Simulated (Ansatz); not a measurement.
Given:

```
AlSb
1.0
    4.23430     0.00000     0.00000
    2.11715     3.66702     0.00000
    2.11715    -1.22234     3.62545
Sb Al
1 1
Cartesian
  4.23430   2.44468   0.93285
  0.00000   0.00000  -0.02649
```

No spin polarisation.

The values are results of DFT with r2SCAN, PAW potentials and a 500 eV plane-wave cutoff in Ansatz (a program for electronic structure), no spin-orbit coupling, not measurements. Γ-centred 13×13×13 mesh, Fermi–Dirac width 0.05 eV.

**Question.** Predict the space group, gap character and band gap.

**Answer.** The space group is R3m (No. 160). The gap character comes out as indirect, Γ → F and the band gap is 1.16 eV.

Spin-orbit coupling, missing from the scalar runs, can matter with Sb. The cells carry an imposed strain or load. No phonon test of stability was made. The cell was made from AlSb in the zinc blende structure (space group F-43m, No. 216) by this change: biaxial strain −3.06 %, plane normal [111], relaxed out of plane.
